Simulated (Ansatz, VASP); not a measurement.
**Two plane-wave programs on BeTe**

```
CELL_PARAMETERS angstrom
0.00000 2.83187 2.83187
2.83187 0.00000 2.83187
2.83187 2.83187 0.00000
ATOMIC_POSITIONS crystal
Be 0.00000 0.00000 0.00000
Te 0.25000 0.25000 0.25000
```

Alike in both runs: task relaxation of cell and atoms; functional LDA; k mesh 8 × 8 × 8; occupations gaussian, width 0.02 eV; no spin polarisation.

|  | VASP | Ansatz |
| --- | --- | --- |
| version | VASP 6.6.1 | Ansatz 0.2.0 |
| potentials or method | VASP PAW LDA potentials, release 64 (Be, Te) | scalar-relativistic, plane waves, PAW |
| plane-wave cutoff (eV) | 600 | 420 |
| valence electrons in the cell | 8 | 18 |

|  | VASP | Ansatz | Ansatz less VASP |
| --- | --- | --- | --- |
| gap on the k mesh at the Fermi level, each at its own relaxed structure (eV) | 1.78 | 1.79 | +0.010 |
| relaxed volume (Å³/atom) | 21.51 | 21.43 | -0.084 |
| relaxed cell length with the largest relative difference (Å) | 3.933 | 3.928 | -0.0051 |
| energy change over the relaxation (meV/atom) | -12 | -14 | -1.8 |

The two sets of potentials don't hold the same shells in valence.

Caveats: spin-orbit coupling is left out, which moves the levels of the heavy elements. A k mesh can miss the band edges. Zero-point motion and thermal expansion aren't in these numbers.
